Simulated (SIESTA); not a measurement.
The system is Pt.

```
Pt
1.0
     0.00000    1.96090    1.96090
     1.96090    0.00000    1.96090
     1.96090    1.96090    0.00000
Pt
1
Direct
  0.00000 0.00000 0.00000
```

Base run:

- Program: SIESTA 5.4.2
- Functional: PBE
- Potentials or basis: PseudoDojo 0.4 standard (PBE files)
- Basis: DZP (energy shift 0.003 Ry; two zetas on semicore shells)
- Grid cutoff: 800 Ry
- Energy shift: 0.003 Ry
- k mesh: 12 × 12 × 12
- Occupations: fermi-dirac, width 0.05 eV
- Spin: no spin polarisation

Its results: band gap on the k mesh none (metal or under the smearing width); pressure 12.8 GPa.

**Question.** After a change of settings the same cell gave: band gap on the k mesh none (metal or under the smearing width); pressure -3.6 GPa. Which change was it?
A. functional from PBE to PBEsol; potentials or basis from PseudoDojo 0.4 standard (PBE files) to PseudoDojo 0.4 standard (PBEsol files)
B. basis from DZP (energy shift 0.003 Ry; two zetas on semicore shells) to DZP (energy shift 0.002 Ry); energy shift from 0.003 Ry to 0.002 Ry
C. potentials or basis from PseudoDojo 0.4 standard (PBE files) to PseudoDojo 0.4 standard (PBE files, fully relativistic); spin from no spin polarisation to non-collinear spin, zero start, spin-orbit coupling
D. functional from PBE to LDA; potentials or basis from PseudoDojo 0.4 standard (PBE files) to PseudoDojo 0.4 standard (LDA files)

**Answer.** D.

Caveats: short orbitals over semicore shells can move pressures by several GPa; the basis of atomic orbitals isn't converged, which shifts pressures, moduli and gaps.

Not every run made on this cell is shown here.
